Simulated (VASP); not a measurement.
# SiO2 (P4_2/mnm) in VASP: single point with HSE06

Aim: the single point of SiO2 with HSE06.

Program: VASP 6.6.1. These are calculated values, not measurements. Logs are shortened: lines on timing, memory, paths and dates and some standing lists are left out, and cuts for length are marked.

## 1. The structure

It takes space group P4_2/mnm (No. 136, tetragonal). The conventional cell has a = 4.192 Å, b = 4.192 Å, c = 2.683 Å, α = 90.00°, β = 90.00°, γ = 90.00°. Si (site symmetry mmm) has 6 O at 1.77 to 1.81 Å as nearest neighbours. O (site symmetry m2m) is surrounded by 3 Si at 1.77 to 1.81 Å.

## 2. Single point, HSE06

POSCAR

```
SiO2
1.0
    4.1922600000      0.0000000000      0.0000000000
    0.0000000000      4.1922600000      0.0000000000
    0.0000000000      0.0000000000      2.6825200000
Si O
2 4
Direct
    0.0000000000      0.0000000000      0.0000000000
    0.5000000000      0.5000000000      0.5000000000
    0.3058400000      0.3058400000      0.0000000000
    0.1941600000      0.8058400000      0.5000000000
    0.6941600000      0.6941600000      1.0000000000
    0.8058400000      0.1941600000      0.5000000000
```

INCAR.step1

```
ALGO = Normal
EDIFF = 1E-5
ENCUT = 520
GGA = PE
ISIF = 2
ISMEAR = 0
LASPH = True
LCHARG = False
LREAL = False
LWAVE = True
NBANDS = 25
NELM = 100
PREC = Accurate
SIGMA = 0.02
```

INCAR.step2

```
ALGO = Normal
EDIFF = 1E-7
ENCUT = 520
GGA = PE
HFSCREEN = 0.2
ISIF = 2
ISMEAR = 0
ISTART = 1
LASPH = True
LCHARG = False
LHFCALC = True
LREAL = False
LWAVE = False
NBANDS = 25
NELM = 100
PREC = Accurate
PRECFOCK = Fast
SIGMA = 0.02
```

KPOINTS

```
k-points
0
Gamma
  4 4 6
```

Potentials or basis: VASP PAW PBE potentials, release 64 (Si, O).

Launch:

```
$ cat potpaw_PBE.64/Si/POTCAR potpaw_PBE.64/O/POTCAR > POTCAR
$ cp INCAR.step1 INCAR
$ mpirun -np 1 vasp_std > vasp.out
$ cp INCAR.step2 INCAR
$ mpirun -np 1 vasp_std > vasp.out
```

OUTCAR:

```text
EDIFF = 1E-7
   ENCUT = 520
   GGA = PE
   HFSCREEN = 0.2
   ISIF = 2
   ISMEAR = 0
   ISTART = 1
   LASPH = True
   LHFCALC = True
   LREAL = False
   NELM = 100
   PREC = Accurate
   PRECFOCK = Fast

 ion  position               nearest neighbor table
   1  0.000  0.000  0.000-   4 1.77   6 1.77   4 1.77   6 1.77   5 1.81   3 1.81
   2  0.500  0.500  0.500-   3 1.77   5 1.77   3 1.77   5 1.77   4 1.81   6 1.81
   3  0.306  0.306  0.000-   2 1.77   2 1.77   1 1.81
   4  0.194  0.806  0.500-   1 1.77   1 1.77   2 1.81
   5  0.694  0.694  0.000-   2 1.77   2 1.77   1 1.81
   6  0.806  0.194  0.500-   1 1.77   1 1.77   2 1.81

  LATTYP: Found a simple tetragonal cell.
 ALAT       =     4.1922600000
 C/A-ratio  =     0.6398744353

  Lattice vectors:

 A1 = (   4.1922600000,   0.0000000000,   0.0000000000)
 A2 = (   0.0000000000,   4.1922600000,   0.0000000000)
 A3 = (   0.0000000000,   0.0000000000,   2.6825200000)

Analysis of symmetry for initial positions (statically):
=====================================================================
 Subroutine PRICEL returns:
 Original cell was already a primitive cell.

 Routine SETGRP: Setting up the symmetry group for a
 simple tetragonal supercell.

 Subroutine GETGRP returns: Found 16 space group operations
 (whereof  8 operations were pure point group operations)
 out of a pool of 16 trial point group operations.

The static configuration has the point symmetry D_2h.
 The point group associated with its full space group is D_4h.

Analysis of symmetry for dynamics (positions and initial velocities):
=====================================================================
 Subroutine PRICEL returns:
 Original cell was already a primitive cell.

 Routine SETGRP: Setting up the symmetry group for a
 simple tetragonal supercell.

 Subroutine GETGRP returns: Found 16 space group operations
 (whereof  8 operations were pure point group operations)
 out of a pool of 16 trial point group operations.

The dynamic configuration has the point symmetry D_2h.
 The point group associated with its full space group is D_4h.

 Subroutine INISYM returns: Found 16 space group operations
 (whereof  8 operations are pure point group operations),
 and found     1 'primitive' translations

----------------------------------------------------------------------------------------

                                     Primitive cell

  volume of cell :      47.1454

  direct lattice vectors                    reciprocal lattice vectors
     4.192260000  0.000000000  0.000000000     0.238534824  0.000000000  0.000000000
     0.000000000  4.192260000  0.000000000     0.000000000  0.238534824  0.000000000
     0.000000000  0.000000000  2.682520000     0.000000000  0.000000000  0.372783800

  length of vectors
     4.192260000  4.192260000  2.682520000     0.238534824  0.238534824  0.372783800

  position of ions in fractional coordinates (direct lattice)
     0.000000000  0.000000000  0.000000000
     0.500000000  0.500000000  0.500000000
     0.305840000  0.305840000  0.000000000
     0.194160000  0.805840000  0.500000000
     0.694160000  0.694160000  0.000000000
     0.805840000  0.194160000  0.500000000

  ion indices of the primitive-cell ions
   primitive index   ion index
                 1           1
                 2           2
                 3           3
                 4           4
                 5           5
                 6           6

----------------------------------------------------------------------------------------

 KPOINTS: k-points

Automatic generation of k-mesh.
 Grid dimensions read from file:
 generate k-points for:    4    4    6

 Generating k-lattice:

  Cartesian coordinates                     Fractional coordinates (reciprocal lattice)
     0.059633706  0.000000000  0.000000000     0.250000000  0.000000000  0.000000000
     0.000000000  0.059633706  0.000000000     0.000000000  0.250000000  0.000000000
     0.000000000  0.000000000  0.062130633     0.000000000  0.000000000  0.166666667

  Length of vectors
     0.059633706  0.059633706  0.062130633

  Shift w.r.t. Gamma in fractional coordinates (k-lattice)
     0.000000000  0.000000000  0.000000000

 Subroutine IBZKPT returns following result:
 ===========================================

 Found     24 irreducible k-points:

 Following reciprocal coordinates:
            Coordinates               Weight
  0.000000  0.000000  0.000000      1.000000
  0.250000  0.000000  0.000000      4.000000
  0.500000  0.000000  0.000000      2.000000
  0.250000  0.250000  0.000000      4.000000
  0.500000  0.250000  0.000000      4.000000
  0.500000  0.500000  0.000000      1.000000
[... 16 lines left out ...]
  0.500000  0.250000  0.500000      4.000000
  0.500000  0.500000  0.500000      1.000000
   k-points           NKPTS =     24   k-points in BZ     NKDIM =     96   number of bands    NBANDS=     25
   number of dos      NEDOS =    301   number of ions     NIONS =      6
   total plane-waves  NPLWV =  20480
   dimension x,y,z NGX =    32 NGY =   32 NGZ =   20
   dimension x,y,z NGXF=    64 NGYF=   64 NGZF=   40
   ions per type =               2   4
   NGX,Y,Z   is equivalent  to a cutoff of  12.69, 12.69, 12.39 a.u.
   NGXF,Y,Z  is equivalent  to a cutoff of  25.38, 25.38, 24.79 a.u.
 SYSTEM =  unknown system
   PREC   = accura    normal or accurate (medium, high low for compatibility)
   ISTART =      1    job   : 0-new  1-cont  2-samecut
   ICHARG =      0    charge: 1-file 2-atom 10-const
   ISPIN  =      1    spin polarized calculation?
   LNONCOLLINEAR =      F non collinear calculations
   LSORBIT =      F    spin-orbit coupling
   LASPH  =      T    aspherical Exc in radial PAW
   ENCUT  =  520.0 eV  38.22 Ry    6.18 a.u.   7.79  7.79  4.99*2*pi/ulx,y,z
   NELM   =    100;   NELMIN=  2; NELMDL=  0     # of ELM steps
   EDIFF  = 0.1E-06   stopping-criterion for ELM
   LREAL  =      F    real-space projection
   EDIFFG = 0.1E-05   stopping-criterion for IOM
   NSW    =      0    number of steps for IOM
   IBRION =     -1    ionic relax: 0-MD 1-quasi-New 2-CG
   NFREE  =      0    steps in history (QN), initial steepest desc. (CG)
   ISIF   =      2    stress and relaxation
   ISYM   =      3    0-nonsym 1-usesym 2-fastsym
   POTIM  = 0.5000    time-step for ionic-motion
   TEBEG  =    0.0;   TEEND  =   0.0 temperature during run
   PSTRESS=    0.0 pullay stress
   NELECT =      32.0000    total number of electrons
   NUPDOWN=      -1.0000    fix difference up-down
   EMIN   =  10.00;   EMAX   =-10.00  energy-range for DOS
   EFERMI =   0.00;   METHOD = LEGACY
   ISMEAR =     0;   SIGMA  =   0.02  broadening in eV -4-tet -1-fermi 0-gaus
   EFERMI_NEDOS =   21; number of points for ismear=-14 and -15
   IALGO  =     38    algorithm
   IMIX   =      1    mixing-type and parameters
     AMIX     =   0.40;   BMIX     =  1.00
     AMIX_MAG =   1.60;   BMIX_MAG =  1.00
  volume/ion in A,a.u.               =       7.86        53.03
  Fermi-wavevector in a.u.,A,eV,Ry     =   1.438727  2.718800 28.163176  2.069935
  Thomas-Fermi vector in A             =   2.557662
   LORBIT       =      0    0 simple, 1 ext, 2 COOP (PROOUT), +10 PAW based schemes
   GGA     = PE    functional components
   LHFCALC =     T    Hartree Fock is set to
   PRECFOCK=fast      Normal, Fast or Accurate (Low or Medium for compatibility)
   ENCUT4O =  -1.0   cutoff for four orbital integrals eV
   NKREDX  =     1    reduce k-point grid by
   NKREDY  =     1    reduce k-point grid by
   NKREDZ  =     1    reduce k-point grid by
   AEXX    =    0.2500 exact exchange contribution
   HFSCREEN=    0.2000 screening length (either q_TF or 0.3 A-1)
   HFSCREENC=   0.2000 screening length for correlation (either q_TF or 0.3 A-1)
   ENCUTFOCK=  -1.0 apply spherical cutoff to Coloumb kernel
   IVDW    =     0    specifies the selected vdW correction
   LEPSILON=     F    determine dielectric tensor
   LRPA    =     F    only Hartree local field effects (RPA)
 non-spin polarized calculation
 Gauss-broadening in eV      SIGMA  =   0.02
  energy-cutoff  :      520.00
  volume of cell :       47.15
 maximum number of plane-waves:      1284
 NGX is ok and might be reduce to    32
  NGX = 18; NGY = 18; NGZ = 12

 number of electron      31.9999976 magnetization

 Free energy of the ion-electron system (eV)
  ---------------------------------------------------
  ext. energy  EPLUGINS =         0.00000000
  ---------------------------------------------------
  free energy    TOTEN  =       -57.40201788 eV

  energy without entropy =      -57.40201788  energy(sigma->0) =      -57.40201788

 E-fermi :   6.7738     XC(G=0):  -9.9715

 val. band max:        6.6741066817   @ k =   0.0000   0.0000   0.0000
 cond. band min:      14.1579301967   @ k =   0.0000   0.0000   0.0000
 fundamental gap:      7.4838235150
 Fermi energy:         6.7737976507

 k-point     1 :       0.0000    0.0000    0.0000
  band No.  band energies     occupation
      1     -17.4135      2.00000
      2     -13.6667      2.00000
      3     -13.6667      2.00000
      4     -13.3744      2.00000
      5      -4.6718      2.00000
      6       0.0592      2.00000
[... 17 lines left out ...]
     24      23.4423      0.00000
     25      24.9769      0.00000

 k-point     2 :       0.2500    0.0000    0.0000
  band No.  band energies     occupation
      1     -17.0736      2.00000
      2     -14.7779      2.00000
      3     -13.5008      2.00000
      4     -12.9574      2.00000
      5      -4.1932      2.00000
      6      -1.2902      2.00000
[... 17 lines left out ...]
     24      22.5686      0.00000
     25      24.4387      0.00000
[... 586 lines left out ...]
     24      22.5284      0.00000
     25      24.6047      0.00000

 k-point    24 :       0.5000    0.5000    0.5000
  band No.  band energies     occupation
      1     -14.2820      2.00000
      2     -14.2820      2.00000
      3     -13.0739      2.00000
      4     -13.0739      2.00000
      5      -4.5144      2.00000
      6      -4.5144      2.00000
[... 17 lines left out ...]
     24      22.8836      0.00000
     25      24.9610      0.00000

------------------------ aborting loop because EDIFF is reached ----------------------------------------

  FORCE on cell =-STRESS in cart. coord.  units (eV):
  Direction    XX          YY          ZZ          XY          YZ          ZX
  --------------------------------------------------------------------------------------
  -------------------------------------------------------------------------------------
  Total       -1.2582684     -1.2582684     -1.9782867      0.0000000      0.0000000      0.0000000
  in kB      -42.7606690    -42.7606690    -67.2295841      0.0000000      0.0000000      0.0000000
  external PRESSURE =     -50.9169741 kB  Pullay stress =       0.0000000 kB

 VOLUME and BASIS-vectors are now :
 -----------------------------------------------------------------------------
  energy-cutoff  :      520.00
  volume of cell :       47.15
      direct lattice vectors                 reciprocal lattice vectors
     4.192260000  0.000000000  0.000000000     0.238534824  0.000000000  0.000000000
     0.000000000  4.192260000  0.000000000     0.000000000  0.238534824  0.000000000
     0.000000000  0.000000000  2.682520000     0.000000000  0.000000000  0.372783800

 POSITION                                       TOTAL-FORCE (eV/Angst)
 -----------------------------------------------------------------------------------
      0.00000      0.00000      0.00000        -0.000000      0.000000      0.000000
      2.09613      2.09613      1.34126        -0.000000      0.000000      0.000000
      1.28216      1.28216      0.00000         0.092794      0.092794      0.000000
      0.81397      3.37829      1.34126        -0.092794      0.092794      0.000000
      2.91010      2.91010      0.00000        -0.092794     -0.092794      0.000000
      3.37829      0.81397      1.34126         0.092794     -0.092794      0.000000
 -----------------------------------------------------------------------------------
    total drift:                               -0.000002     -0.000002     -0.000000

  FREE ENERGIE OF THE ION-ELECTRON SYSTEM (eV)
  ---------------------------------------------------
  free  energy   TOTEN  =       -57.4020178783 eV

  energy  without entropy=      -57.4020178783  energy(sigma->0) =      -57.40201788
```

It took 26 min on 1 thread of Intel Xeon Platinum 8488C (Sapphire Rapids), shared host; peak memory 0.27 GiB.

What came out:

```
Free energy            : -57.4020 eV
Pressure               : -5.1 GPa
Largest force          : 0.131 eV/Å
Band gap on the k mesh : 7.48 eV, direct
```

Forces in eV/Å, atoms in the order of the input:
```
Si   0.000  0.000  0.000
Si   0.000  0.000  0.000
O    0.093  0.093  0.000
O   -0.093  0.093  0.000
O   -0.093 -0.093  0.000
O    0.093 -0.093  0.000
```

Caveat: the PAW data sets were made with another functional, which shifts forces and pressure a little.
